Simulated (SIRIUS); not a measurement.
# Au (Im-3m) in SIRIUS: notebook

The runs below take Au through equation of state, with PBEsol.

Program: SIRIUS 7.12.0. These are calculated values, not measurements. Logs are shortened: lines on timing, memory, paths and dates and some standing lists are left out, and cuts for length are marked. The log counts tension as positive stress, the text compression.

## Step 1: Starting point

Symmetry: Im-3m, No. 229, cubic system. The conventional cell has a = 3.315 Å, b = 3.315 Å, c = 3.315 Å, α = 90.00°, β = 90.00°, γ = 90.00°. Au (site symmetry m-3m) has 8 Au at 2.87 Å as nearest neighbours.

This isn't the form of Au at room conditions, which is fcc.

## Step 2: Equation of state, PBEsol, 17.11 Å³/atom (volume scaled by 0.94)

Input file sirius.json:

```json
{
  "control": {
    "processing_unit": "cpu",
    "std_evp_solver_name": "lapack",
    "gen_evp_solver_name": "lapack",
    "verbosity": 2,
    "print_forces": false,
    "ortho_rf": true,
    "use_second_variation": true,
    "rmt_max": 3.0,
    "num_bands_to_print": 24,
    "save_wf": true
  },
  "parameters": {
    "electronic_structure_method": "full_potential_lapwlo",
    "xc_functionals": ["XC_GGA_X_PBE_SOL", "XC_GGA_C_PBE_SOL"],
    "core_relativity": "dirac",
    "valence_relativity": "iora",
    "num_fv_states": 25,
    "smearing": "fermi_dirac",
    "smearing_width": 0.0018374661,
    "pw_cutoff": 20,
    "gk_cutoff": 3.52,
    "lmax_apw": 11,
    "lmax_rho": 8,
    "lmax_pot": 8,
    "num_mag_dims": 0,
    "auto_rmt": 0,
    "ngridk": [11, 11, 11],
    "shiftk": [0, 0, 0],
    "num_dft_iter": 80,
    "energy_tol": 1e-07,
    "density_tol": 1e-05,
    "use_symmetry": true
  },
  "settings": {"tol_ne": 1e-10},
  "iterative_solver": {"type": "exact"},
  "mixer": {"type": "anderson", "beta": 0.5, "max_history": 8},
  "unit_cell": {
    "lattice_vectors": [
      [-3.067852616, 3.067852616, 3.067852616],
      [3.067852616, -3.067852616, 3.067852616],
      [3.067852616, 3.067852616, -3.067852616]
    ],
    "atom_types": ["Au"],
    "atom_files": {"Au": "Au.json"},
    "atoms": {"Au": [[0.0, 0.0, 0.0]]}
  }
}
```

Input file Au.json:

```json
{
  "name": "gold",
  "symbol": "Au",
  "number": 79,
  "mass": 196.966569,
  "rmin": 1e-06,
  "rmt": 2.61,
  "nrmt": 800,
  "rinf": 13.44,
  "core": "1s2s2p3s3p3d4s4p4d",
  "valence": [
    {"basis": [{"enu": 0.12, "dme": 0, "n": 0, "auto": 0}, {"enu": 0.12, "dme": 1, "n": 0, "auto": 0}]},
    {"l": 0, "n": 1, "basis": [{"enu": 0.22, "dme": 0, "n": 0, "auto": 0}]},
    {"l": 1, "n": 2, "basis": [{"enu": 0.22, "dme": 0, "n": 0, "auto": 0}]},
    {"l": 2, "n": 3, "basis": [{"enu": 0.22, "dme": 0, "n": 0, "auto": 0}]},
    {"l": 3, "n": 4, "basis": [{"enu": 0.22, "dme": 0, "n": 0, "auto": 0}]},
    {"l": 4, "n": 5, "basis": [{"enu": 0.22, "dme": 0, "n": 0, "auto": 0}]}
  ],
  "lo": [
    {"l": 0, "basis": [{"enu": 0.22, "dme": 0, "n": 0, "auto": 0}, {"enu": 0.22, "dme": 1, "n": 0, "auto": 0}]},
    {
      "l": 0,
      "basis": [{"enu": -3.5344, "dme": 0, "n": 5, "auto": 1}, {"enu": -3.5344, "dme": 1, "n": 5, "auto": 1}]
    },
    {
      "l": 0,
      "basis": [{"enu": -3.5344, "dme": 1, "n": 5, "auto": 1}, {"enu": 0.22, "dme": 0, "n": 0, "auto": 0}]
    },
    {"l": 0, "basis": [{"enu": 0.22, "dme": 0, "n": 0, "auto": 0}, {"enu": 2.5688, "dme": 0, "n": 0, "auto": 0}]},
    {"l": 1, "basis": [{"enu": 0.22, "dme": 0, "n": 0, "auto": 0}, {"enu": 0.22, "dme": 1, "n": 0, "auto": 0}]},
    {
      "l": 1,
      "basis": [{"enu": -1.7579, "dme": 0, "n": 5, "auto": 1}, {"enu": -1.7579, "dme": 1, "n": 5, "auto": 1}]
    },
    {
      "l": 1,
      "basis": [{"enu": -1.7579, "dme": 1, "n": 5, "auto": 1}, {"enu": 0.22, "dme": 0, "n": 0, "auto": 0}]
    },
    {"l": 1, "basis": [{"enu": 0.22, "dme": 0, "n": 0, "auto": 0}, {"enu": 2.9211, "dme": 0, "n": 0, "auto": 0}]},
    {"l": 2, "basis": [{"enu": 0.22, "dme": 0, "n": 0, "auto": 0}, {"enu": 0.22, "dme": 1, "n": 0, "auto": 0}]},
    {"l": 2, "basis": [{"enu": 0.22, "dme": 1, "n": 0, "auto": 0}, {"enu": 0.22, "dme": 2, "n": 0, "auto": 0}]},
    {"l": 2, "basis": [{"enu": 0.22, "dme": 0, "n": 0, "auto": 0}, {"enu": 2.51, "dme": 0, "n": 0, "auto": 0}]},
    {"l": 3, "basis": [{"enu": 0.22, "dme": 0, "n": 0, "auto": 0}, {"enu": 0.22, "dme": 1, "n": 0, "auto": 0}]},
    {
      "l": 3,
      "basis": [{"enu": -2.5691, "dme": 0, "n": 4, "auto": 1}, {"enu": -2.5691, "dme": 1, "n": 4, "auto": 1}]
    },
    {
      "l": 3,
      "basis": [{"enu": -2.5691, "dme": 1, "n": 4, "auto": 1}, {"enu": 0.22, "dme": 0, "n": 0, "auto": 0}]
    },
    {"l": 3, "basis": [{"enu": 0.22, "dme": 0, "n": 0, "auto": 0}, {"enu": 3.6257, "dme": 0, "n": 0, "auto": 0}]},
    {"l": 4, "basis": [{"enu": 0.22, "dme": 0, "n": 0, "auto": 0}, {"enu": 0.22, "dme": 1, "n": 0, "auto": 0}]},
    {"l": 4, "basis": [{"enu": 0.22, "dme": 0, "n": 0, "auto": 0}, {"enu": 3.0385, "dme": 0, "n": 0, "auto": 0}]}
  ],
  "free_atom": [... radial grid and density of the free atom, the start of the SCF ...]
}
```

Input file sirius_start.json:

```json
{
  "control": {
    "processing_unit": "cpu",
    "std_evp_solver_name": "lapack",
    "gen_evp_solver_name": "lapack",
    "verbosity": 1,
    "print_forces": false,
    "ortho_rf": true,
    "use_second_variation": true,
    "rmt_max": 3.0,
    "num_bands_to_print": 24,
    "save_wf": false
  },
  "parameters": {
    "electronic_structure_method": "full_potential_lapwlo",
    "xc_functionals": ["XC_LDA_X", "XC_LDA_C_PW"],
    "core_relativity": "dirac",
    "valence_relativity": "iora",
    "num_fv_states": 25,
    "smearing": "fermi_dirac",
    "smearing_width": 0.0055123983,
    "pw_cutoff": 20,
    "gk_cutoff": 2.82,
    "lmax_apw": 11,
    "lmax_rho": 8,
    "lmax_pot": 8,
    "num_mag_dims": 0,
    "auto_rmt": 0,
    "ngridk": [4, 4, 4],
    "shiftk": [0, 0, 0],
    "num_dft_iter": 30,
    "energy_tol": 0.01,
    "density_tol": 0.05,
    "use_symmetry": true
  },
  "settings": {"tol_ne": 1e-10},
  "iterative_solver": {"type": "exact"},
  "mixer": {"type": "anderson", "beta": 0.5, "max_history": 8},
  "unit_cell": {
    "lattice_vectors": [
      [-3.067852616, 3.067852616, 3.067852616],
      [3.067852616, -3.067852616, 3.067852616],
      [3.067852616, 3.067852616, -3.067852616]
    ],
    "atom_types": ["Au"],
    "atom_files": {"Au": "Au.json"},
    "atoms": {"Au": [[0.0, 0.0, 0.0]]}
  }
}
```

Potentials or basis: all-electron FP-LAPW, apw+lo standard.

Launch:

```sh
> OMP_NUM_THREADS=1 sirius.scf --input=sirius_start.json --output=start.json
> OMP_NUM_THREADS=1 sirius.scf --input=sirius.json --output=output.json --task=1
```

Standard output:

```text
[info] SIRIUS version : 7.12.0
[info] number of MPI ranks           : 1
[info] MPI grid                      : 1 1
[info] maximum number of OMP threads : 1
[fft] FFT context for density and potential
[fft] =====================================
[fft]   plane wave cutoff                     : 20
[fft]   grid size                             : 36 36 36   total : 46656
[fft]   grid limits                           : -17 18   -17 18   -17 18
[fft]   number of G-vectors within the cutoff : 15587
[fft]   number of G-shells                    : 423
[fft] FFT context for coarse grid
[fft] =====================================
[fft]   plane wave cutoff                     : 7.04
[fft]   grid size                             : 15 15 15   total : 3375
[fft]   grid limits                           : -7 7   -7 7   -7 7
[fft]   number of G-vectors within the cutoff : 675
[fft]   number of G-shells                    : 28
[unit cell] lattice vectors
[unit cell]   a1 :      -3.0678526160      3.0678526160      3.0678526160
[unit cell]   a2 :       3.0678526160     -3.0678526160      3.0678526160
[unit cell]   a3 :       3.0678526160      3.0678526160     -3.0678526160
[unit cell] reciprocal lattice vectors
[unit cell]   b1 :      -0.0000000000      1.0240363690      1.0240363690
[unit cell]   b2 :       1.0240363690     -0.0000000000      1.0240363690
[unit cell]   b3 :       1.0240363690      1.0240363690     -0.0000000000
[unit cell] unit cell volume :       115.49507529 [a.u.^3]
[unit cell] 1/sqrt(omega)    :         0.09305040
[unit cell] MT volume        :        74.47493474 (64.48%)
[unit cell] IT volume        :        41.02014055 (35.52%)
[unit cell] number of atom types : 1
[unit cell] type id : 0 symbol : Au mt_radius :   2.610000 num_atoms : 1
[unit cell] total number of atoms : 1
[unit cell] number of symmetry classes : 1
[unit cell] atom id  type id  class id             position                      vector_field
[unit cell] ------------------------------------------------------------------------------------------
[unit cell]      0        0        0      0.00000   0.00000   0.00000      0.00000   0.00000   0.00000
[unit cell] atom id         position (Cartesian, a.u.)
[unit cell] ---------------------------------------------
[... 324 lines left out ...]
[diagonalize] ik:    4   -3.563744   -2.571416   -2.570782   -2.570774   -2.570769   -2.570266   -2.570252   -2.570247   -1.778284   -1.773941   -1.771357    0.046420    0.101707    0.187150    0.206407    0.213038    0.235810    0.582236    0.795787    0.882274    1.081066    1.083382    1.194808    1.213845
[diagonalize] ...
[diagonalize] ik:   51   -3.563389   -2.571452   -2.570765   -2.570763   -2.570759   -2.570267   -2.570264   -2.570259   -1.778185   -1.777212   -1.775438    0.083860    0.089969    0.170233    0.217074    0.247165    0.468441    0.495841    0.591900    0.854955    0.943109    0.950748    1.219101    1.336306
[diagonalize] ik:   52   -3.563402   -2.571451   -2.570763   -2.570762   -2.570762   -2.570265   -2.570262   -2.570262   -1.777256   -1.776640   -1.776640    0.084437    0.087130    0.203920    0.203920    0.227430    0.358334    0.647876    0.647876    0.752873    0.889965    1.020365    1.244855    1.404609
[diagonalize] ik:   53   -3.563339   -2.571457   -2.570762   -2.570759   -2.570759   -2.570266   -2.570263   -2.570263   -1.777973   -1.777133   -1.776690    0.075103    0.078669    0.210804    0.218120    0.248417    0.441198    0.551410    0.603003    0.775957    0.902873    0.945058    1.227640    1.415210
[diagonalize] ik:   54   -3.563308   -2.571461   -2.570759   -2.570759   -2.570758   -2.570265   -2.570265   -2.570263   -1.777783   -1.777783   -1.776835    0.071729    0.071729    0.214590    0.244203    0.244203    0.504136    0.539724    0.539724    0.769435    0.908402    0.908402    1.220805    1.434175
[diagonalize] ik:   55   -3.563278   -2.571464   -2.570758   -2.570758   -2.570758   -2.570266   -2.570265   -2.570265   -1.777720   -1.777634   -1.777634    0.065564    0.066494    0.243047    0.243047    0.247414    0.500725    0.556167    0.556167    0.701705    0.896785    0.906700    1.215410    1.531721
[generate_core_charge_density] atom class : 0
[generate_core_charge_density]   n,l,k : 1 0 1  energy :       -2962.71576957
[generate_core_charge_density]   n,l,k : 2 0 1  energy :        -522.01766481
[generate_core_charge_density]   n,l,k : 2 1 1  energy :        -500.54257967
[generate_core_charge_density]   n,l,k : 2 1 2  energy :        -433.10671237
[generate_core_charge_density]   n,l,k : 3 0 1  energy :        -122.88812899
[generate_core_charge_density]   n,l,k : 3 1 1  energy :        -113.24308261
[generate_core_charge_density]   n,l,k : 3 1 2  energy :         -98.36206933
[generate_core_charge_density]   n,l,k : 3 2 2  energy :         -82.36432351
[generate_core_charge_density]   n,l,k : 3 2 3  energy :         -79.16542840
[generate_core_charge_density]   n,l,k : 4 0 1  energy :         -26.34361514
[generate_core_charge_density]   n,l,k : 4 1 1  energy :         -22.23301839
[generate_core_charge_density]   n,l,k : 4 1 2  energy :         -18.66055623
[generate_core_charge_density]   n,l,k : 4 2 2  energy :         -11.93967843
[generate_core_charge_density]   n,l,k : 4 2 3  energy :         -11.27436296
[find] Total energy                   :  -19042.65739521 (Ha),  -38085.31479042 (Ry)
[find] iteration : 1, RMS (target) : 1.8834e-01 (1.0000e-05) , energy difference (target) : -4.6614e-06 (1.0000e-07)
[find] Total energy                   :  -19042.65746125 (Ha),  -38085.31492250 (Ry)
[... 21 lines left out ...]
[find] valence_eval_sum               :     -51.53876586
[find] core_eval_sum                  :  -11659.69828541
[find] kinetic energy                 :   21876.99064410
[find] enuc                           :  -24002.58232447
[find] <rho|V^{XC}>                   :    -474.50051553
[find] <rho|E^{XC}>                   :    -360.20216296
[find] <mag|B^{XC}>                   :       0.00000000
[find] <rho|V^{H}>                    :  -33113.72717985
[find] smearing (-TS)                 :      -0.00019906
[find] SCF correction                 :      -0.00000159
[find] Total energy                   :  -19042.65743485 (Ha),  -38085.31486969 (Ry)
[find] Free energy (E-TS)             :  -19042.65763391 (Ha),  -38085.31526782 (Ry)
[find] band gap (eV)                  :       0.00000000
[find] Efermi                         :       0.32416021
[find] iteration : 8, RMS (target) : 1.2521e-06 (1.0000e-05) , energy difference (target) : 5.6029e-08 (1.0000e-07)
[find] converged after 9 SCF iterations!
[find] Charges and magnetic moments
[find] --------------------------------------------------------------------------------
[find] atom      charge    core leakage
[find] --------------------------------------------------------------------------------
[find]    0   77.790889    1.253263e-08
[find] total core leakage    : 1.25326314e-08
[find] interstitial charge   : 1.209108
[find] total charge          : 78.999997
[find] Energy
[find] --------------------------------------------------------------------------------
[find] valence_eval_sum               :     -51.53876586
[find] core_eval_sum                  :  -11659.69828541
[find] kinetic energy                 :   21876.99064410
[find] enuc                           :  -24002.58232447
[find] <rho|V^{XC}>                   :    -474.50051553
[find] <rho|E^{XC}>                   :    -360.20216296
[find] <mag|B^{XC}>                   :       0.00000000
[find] <rho|V^{H}>                    :  -33113.72717985
[find] smearing (-TS)                 :      -0.00019906
[find] SCF correction                 :      -0.00000159
[find] Total energy                   :  -19042.65743485 (Ha),  -38085.31486969 (Ry)
[find] Free energy (E-TS)             :  -19042.65763391 (Ha),  -38085.31526782 (Ry)
[find] band gap (eV)                  :       0.00000000
[find] Efermi                         :       0.32416021
```

Wall time 49 s (1 thread of Arm Neoverse V1, shared host); peak memory 0.34 GiB.

Results:

```
Free energy                                       : -518177.1120 eV
Band gap on the k mesh                            : none (metal or under the smearing width)
All electrons inside the program's atomic spheres : Au 77.79 (radii Au 2.61 bohr)
```

## Step 3: Equation of state, PBEsol, 17.48 Å³/atom (volume scaled by 0.96)

Changes to sirius.json since step 2:

```diff
@@ -40,5 +40,5 @@
     "lattice_vectors": [
-      [-3.067852616, 3.067852616, 3.067852616],
-      [3.067852616, -3.067852616, 3.067852616],
-      [3.067852616, 3.067852616, -3.067852616]
+      [-3.0894579238, 3.0894579238, 3.0894579238],
+      [3.0894579238, -3.0894579238, 3.0894579238],
+      [3.0894579238, 3.0894579238, -3.0894579238]
     ],
```

Input file Au.json:

```json
{
  "name": "gold",
  "symbol": "Au",
  "number": 79,
  "mass": 196.966569,
  "rmin": 1e-06,
  "rmt": 2.61,
  "nrmt": 800,
  "rinf": 13.44,
  "core": "1s2s2p3s3p3d4s4p4d",
  "valence": [
    {"basis": [{"enu": 0.11, "dme": 0, "n": 0, "auto": 0}, {"enu": 0.11, "dme": 1, "n": 0, "auto": 0}]},
    {"l": 0, "n": 1, "basis": [{"enu": 0.21, "dme": 0, "n": 0, "auto": 0}]},
    {"l": 1, "n": 2, "basis": [{"enu": 0.21, "dme": 0, "n": 0, "auto": 0}]},
    {"l": 2, "n": 3, "basis": [{"enu": 0.21, "dme": 0, "n": 0, "auto": 0}]},
    {"l": 3, "n": 4, "basis": [{"enu": 0.21, "dme": 0, "n": 0, "auto": 0}]},
    {"l": 4, "n": 5, "basis": [{"enu": 0.21, "dme": 0, "n": 0, "auto": 0}]}
  ],
  "lo": [
    {"l": 0, "basis": [{"enu": 0.21, "dme": 0, "n": 0, "auto": 0}, {"enu": 0.21, "dme": 1, "n": 0, "auto": 0}]},
    {
      "l": 0,
      "basis": [{"enu": -3.5444, "dme": 0, "n": 5, "auto": 1}, {"enu": -3.5444, "dme": 1, "n": 5, "auto": 1}]
    },
    {
      "l": 0,
      "basis": [{"enu": -3.5444, "dme": 1, "n": 5, "auto": 1}, {"enu": 0.21, "dme": 0, "n": 0, "auto": 0}]
    },
    {"l": 0, "basis": [{"enu": 0.21, "dme": 0, "n": 0, "auto": 0}, {"enu": 2.5588, "dme": 0, "n": 0, "auto": 0}]},
    {"l": 1, "basis": [{"enu": 0.21, "dme": 0, "n": 0, "auto": 0}, {"enu": 0.21, "dme": 1, "n": 0, "auto": 0}]},
    {
      "l": 1,
      "basis": [{"enu": -1.7679, "dme": 0, "n": 5, "auto": 1}, {"enu": -1.7679, "dme": 1, "n": 5, "auto": 1}]
    },
    {
      "l": 1,
      "basis": [{"enu": -1.7679, "dme": 1, "n": 5, "auto": 1}, {"enu": 0.21, "dme": 0, "n": 0, "auto": 0}]
    },
    {"l": 1, "basis": [{"enu": 0.21, "dme": 0, "n": 0, "auto": 0}, {"enu": 2.9111, "dme": 0, "n": 0, "auto": 0}]},
    {"l": 2, "basis": [{"enu": 0.21, "dme": 0, "n": 0, "auto": 0}, {"enu": 0.21, "dme": 1, "n": 0, "auto": 0}]},
    {"l": 2, "basis": [{"enu": 0.21, "dme": 1, "n": 0, "auto": 0}, {"enu": 0.21, "dme": 2, "n": 0, "auto": 0}]},
    {"l": 2, "basis": [{"enu": 0.21, "dme": 0, "n": 0, "auto": 0}, {"enu": 2.5, "dme": 0, "n": 0, "auto": 0}]},
    {"l": 3, "basis": [{"enu": 0.21, "dme": 0, "n": 0, "auto": 0}, {"enu": 0.21, "dme": 1, "n": 0, "auto": 0}]},
    {
      "l": 3,
      "basis": [{"enu": -2.5791, "dme": 0, "n": 4, "auto": 1}, {"enu": -2.5791, "dme": 1, "n": 4, "auto": 1}]
    },
    {
      "l": 3,
      "basis": [{"enu": -2.5791, "dme": 1, "n": 4, "auto": 1}, {"enu": 0.21, "dme": 0, "n": 0, "auto": 0}]
    },
    {"l": 3, "basis": [{"enu": 0.21, "dme": 0, "n": 0, "auto": 0}, {"enu": 3.6157, "dme": 0, "n": 0, "auto": 0}]},
    {"l": 4, "basis": [{"enu": 0.21, "dme": 0, "n": 0, "auto": 0}, {"enu": 0.21, "dme": 1, "n": 0, "auto": 0}]},
    {"l": 4, "basis": [{"enu": 0.21, "dme": 0, "n": 0, "auto": 0}, {"enu": 3.0285, "dme": 0, "n": 0, "auto": 0}]}
  ],
  "free_atom": [... radial grid and density of the free atom, the start of the SCF ...]
}
```

Changes to sirius_start.json since step 2:

```diff
@@ -40,5 +40,5 @@
     "lattice_vectors": [
-      [-3.067852616, 3.067852616, 3.067852616],
-      [3.067852616, -3.067852616, 3.067852616],
-      [3.067852616, 3.067852616, -3.067852616]
+      [-3.0894579238, 3.0894579238, 3.0894579238],
+      [3.0894579238, -3.0894579238, 3.0894579238],
+      [3.0894579238, 3.0894579238, -3.0894579238]
     ],
```

Potentials or basis: all-electron FP-LAPW, apw+lo standard.

Launch:

```sh
> OMP_NUM_THREADS=1 sirius.scf --input=sirius_start.json --output=start.json
> OMP_NUM_THREADS=1 sirius.scf --input=sirius.json --output=output.json --task=1
```

Run time: 46 s. Hardware: 1 thread of Arm Neoverse V1, shared host; peak memory 0.34 GiB.

The run converged. Its results:

```yaml
Free_energy: -518177.1072 eV
Band_gap_on_the_k_mesh: none (metal or under the smearing width)
All_electrons_inside_the_program's_atomic_spheres: Au 77.76 (radii Au 2.61 bohr)
```

(Continued in part 2 of 3.)
